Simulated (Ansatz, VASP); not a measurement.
## Ga: VASP beside Ansatz

```
Ga
1.0
    -1.40262    1.40262    2.34164
     1.40262   -1.40262    2.34164
     1.40262    1.40262   -2.34164
Ga
1
Direct
  0.00000 0.00000 0.00000
```

This isn't the form of Ga at room conditions, which is orthorhombic.

Alike in both runs: task single point; functional LDA; k mesh 13 × 13 × 13; occupations fermi-dirac, width 0.05 eV; no spin polarisation.

|  | VASP | Ansatz |
| --- | --- | --- |
| version | VASP 6.6.1 | Ansatz 0.2.0 |
| potentials or method | VASP PAW LDA potentials, release 64 (Ga_d) | Ansatz PAW |
| plane-wave cutoff (eV) | 520 | 420 |
| valence electrons in the cell | 13 | 13 |

VASP gave:

| Quantity | Value |
| --- | --- |
| gap on the k mesh at the Fermi level (eV) | none |
| pressure (GPa) | -4.2 |
| largest component of the traceless stress (GPa) | 0.26 |

Task: Which values does Ansatz return?

Result: gap on the k mesh at the Fermi level (eV): none; pressure (GPa): -4.3; largest component of the traceless stress (GPa): 0.26.

A gap of «none» marks a metal or a gap that the smearing closes.

Caveats: the PAW data sets come from PBE, with cores solved anew for the run's functional, which leaves a small shift of forces and pressure (Ansatz).
